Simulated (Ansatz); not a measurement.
Runs of Ansatz 0.2.0 on Cl. Symmetry: Cmce, No. 64, orthorhombic system. The conventional cell has a = 6.290 Å, b = 4.500 Å, c = 8.210 Å, α = 90.00°, β = 90.00°, γ = 90.00°. Around Cl (site symmetry m) lie 1 Cl at 2.02 Å. 

```csv
task,level,cell,k mesh,smearing,atoms under strain,gap on the mesh (eV),pressure (GPa),relaxed volume (Å³/atom),largest force (eV/Å)
elastic constants,PBEsol,as given,5 × 5 × 3,fixed,clamped,2.44,(d),-,0.17
relaxation of cell and atoms,BLYP+D3(BJ),relaxed,7 × 7 × 4,fermi-dirac 0.05 eV,-,(a),0.0,(c),-
relaxation of cell and atoms,RPBE+D3(BJ),relaxed,7 × 7 × 4,fermi-dirac 0.05 eV,-,2.15,0.0,25.50,-
relaxation of cell and atoms,RPBE+D4,relaxed,7 × 7 × 4,fermi-dirac 0.05 eV,-,2.33,0.0,27.75,0.01
relaxation of cell and atoms,BLYP+D4,relaxed,7 × 7 × 4,fermi-dirac 0.05 eV,-,2.04,0.0,(b),-
```

Alike in all rows: potentials or basis Ansatz PAW; no spin polarisation; cutoff (eV) 420.

Estimate the missing entries.

(a) 2.06; (b) 26.16; (c) 25.97; (d) -0.9.

Caveats: odd divisions of the mesh miss points on the zone boundary, where band edges often lie, so the gap on the mesh can be too wide; the PAW data sets come from PBE, with cores solved anew for the run's functional, which leaves a small shift of forces and pressure; the plane-wave basis is chosen anew once the cell has moved, so the energies of steps on either side of that aren't comparable (some runs); the volume moved by -11 % from the deposited cell, more than functionals usually miss (some runs); the volume moved by -12 % from the deposited cell, more than functionals usually miss (some runs).

A k mesh can miss the band edges.

Runs at the PBE level aren't shown here.
